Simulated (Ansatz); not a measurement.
S: the change of pressure with volume per atom

Results calculated with Ansatz 0.2.0 development build, not measured. Equation of state of a cubic crystal from periodic Kohn-Sham density functional theory without spin; pressure corrected for the finite basis.

Cell of the first row (space group Fd-3m, No. 227):
```
S
1.0
      0.0000     2.8168     2.8168
      2.8168     0.0000     2.8168
      2.8168     2.8168     0.0000
S
2
Direct
  0.00000 0.00000 0.00000
  0.25000 0.25000 0.25000
```

Settings of every row: formula S; structure type diamond; functional r2SCAN; spin treatment none; k mesh 10x10x10; occupation method fermi-dirac; occupation width 0.1 eV; wave cutoff 700 eV; datasets hard PAW; density cutoff ratio 4; xc grid level 2.

Limits: a cubic model structure, not a phase known at ambient conditions; modest k-mesh, values are not fully converged in k; pseudopotentials made with PBE, not this functional; the SCF threshold is loose for a stress in some rows.

```csv
row,volume per atom (Å³),pressure (GPa),energy above lowest point (meV/atom)
1,22.351,3.536,16.17
2,23.079,1.741,4.25
3,23.808,?,?
4,24.537,-1.219,2.48
5,25.266,-2.423,10.82
```

Question: what pressure should row 3 give?

Worked fit of pressure. Take u = (V_r/V)^(2/3) − 1 with V_r = 23.808 Å³ an atom, which is twice the finite (Eulerian) strain; such expansions in the strain, on which the Birch-Murnaghan equation of state is built, carry the rest volume and the bulk modulus. The shown rows have u = 0.043, 0.02095, -0.01991, -0.03885. Least squares give pressure = 0.1629 + 72.22 × u + 145.1 × u² GPa; a straight line predicts inner rows, each left out in turn, worse (root mean square 0.14 against 0.0037 GPa). The rows lie off it by -0.001, 0.001, -0.002, 0.001. The pressure vanishes at u = -0.0023, or V = 23.89 Å³ an atom, and there the bulk modulus at fixed shape and fractions is B = −V dP/dV = (2/3)(1 + u) dP/du = 47.6 GPa. The withheld row has u = 0, so the fit gives 0.1629 + 72.22 × (0) + 145.1 × (0)² = 0.163 GPa.

The calculation gave 0.162 GPa. The fit lies 0.001 GPa (0.017 % of the column's range) above it, one unit of the last digit.

The other values of row 3: energy above lowest point 0 meV/atom.
